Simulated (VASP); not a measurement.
GdN, 4 atoms in the cell. Symmetry: Fm-3m, No. 225, cubic system. Conventional cell: a = 5.010 Å, b = 5.010 Å, c = 5.010 Å, α = 90.00°, β = 90.00°, γ = 90.00°. Gd (site symmetry m-3m) is surrounded by 6 N at 2.50 Å. N (site symmetry m-3m) is surrounded by 6 Gd at 2.50 Å. The cell comes from a database or a generator and needn't be the stable form of this composition.

```yaml
Program: VASP 6.6.1
Task: single point
Functional: PBE
Potentials_or_basis: VASP PAW PBE potentials, release 64 (Gd, N)
Cutoff: 520 eV
k_mesh: 7 × 7 × 7
Occupations: fermi-dirac, width 0.05 eV
Spin: collinear spin, antiferromagnetic start
Starting_moments: "[7.0, -7.0, 0.0, 0.0] μB"
Hubbard_terms: Gd f U = 6 eV
Further_INCAR_settings: ALGO = All; EDIFF = 1e-06; NBANDS = 35
```

Potentials or basis: VASP PAW PBE potentials, release 64 (Gd, N).

Launch:

```bash
$ cat potpaw_PBE.64/Gd/POTCAR potpaw_PBE.64/N/POTCAR > POTCAR
$ mpirun -np 1 vasp_std > vasp.out
```

Hardware: 1 thread of Intel(R) Xeon(R) Platinum 8259CL CPU @ 2.50GHz (Skylake/Cascade Lake), with other jobs on the host.

How long does it take, and how much memory?

It took 26 min on 1 thread of Intel(R) Xeon(R) Platinum 8259CL CPU @ 2.50GHz (Skylake/Cascade Lake), with other jobs on the host, peak memory 0.67 GiB. Counts: scf iterations 66, k points 44.
